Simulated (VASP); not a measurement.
A run of VASP 6.6.1:

File INCAR:

```
ALGO = Fast
EDIFF = 1E-7
EDIFFG = -0.01
ENCUT = 300
GGA = PE
IBRION = 2
ISIF = 4
ISMEAR = 0
LASPH = T
LCHARG = F
LREAL = F
LWAVE = F
NELM = 80
NSW = 40
PREC = Accurate
SIGMA = 0.03
```

The input KPOINTS:

```
k-points
0
Gamma
  5 5 3
```

The input POSCAR:

```
HfS2                                    
1.0
    3.7122083541     -0.0000000000      0.0000000000
   -1.8561041770      3.2148667387     -0.0000000000
   -0.0000000000     -0.0000000000      6.5108581345
  Hf              S             
     1     2
Direct
     0.0000000000000000    0.0000000000000000    0.0000000000000000
     0.6666666699999979    0.3333333300000021    0.7744047078610247
     0.3333333300000021    0.6666666699999979    0.2255952921389753
```

Potentials or basis: VASP PAW PBE potentials, release 64 (Hf, S).

The run is started by

```bash
$ cat potpaw_PBE.64/Hf/POTCAR potpaw_PBE.64/S/POTCAR > POTCAR
$ mpirun -np 1 vasp_std > vasp.out
```

Hardware: 1 thread of Intel(R) Xeon(R) Platinum 8488C (Sapphire Rapids), on a shared host.

**Question.** How long does it take, and how much memory?

**Answer.** Run time: 25 s on 1 thread of Intel(R) Xeon(R) Platinum 8488C (Sapphire Rapids), with other jobs on the host, peak memory 0.15 GiB. Counts: scf iterations 70, k points 12, ion steps 7.
